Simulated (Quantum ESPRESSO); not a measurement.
Crystal: Br.

```
CELL_PARAMETERS angstrom
-1.42349 1.42349 3.57752
1.42349 -1.42349 3.57752
1.42349 1.42349 -3.57752
ATOMIC_POSITIONS crystal
Br 0.00000 0.00000 0.00000
```

* Program: Quantum ESPRESSO 7.5
* Task: single point
* Functional: PBE
* Potentials or basis: SSSP 1.3 efficiency PBE
* Cutoff: 748 eV
* Density cutoff: 5987 eV
* k mesh: 13 × 13 × 13
* Occupations: fermi-dirac, width 0.05 eV
* Spin: no spin polarisation

On this cell: pressure 1.4 GPa; band gap on the k mesh none (metal or under the smearing width).

The same run follows on a disturbed copy (cell strained at random at fixed volume):

```
Br
1.0
    -1.37086    1.42822    3.50710
     1.54394   -1.43502    3.57868
     1.34378    1.40794   -3.50981
Br
1
Direct
  0.01208 0.00474 0.01896
```

Task: What does the disturbed cell give?

Result: The energy (extrapolated to zero smearing) moves by +4.4 meV/atom; pressure 1.0 GPa; band gap on the k mesh none (metal or under the smearing width).

Stress tensor (GPa, compression positive):
```
-0.09  0.10 -0.24
 0.10  1.19  0.00
-0.24  0.00  1.89
```

Caveats: an odd number of electrons without spin polarisation forces a metal; a magnetic or distorted state may lie lower.
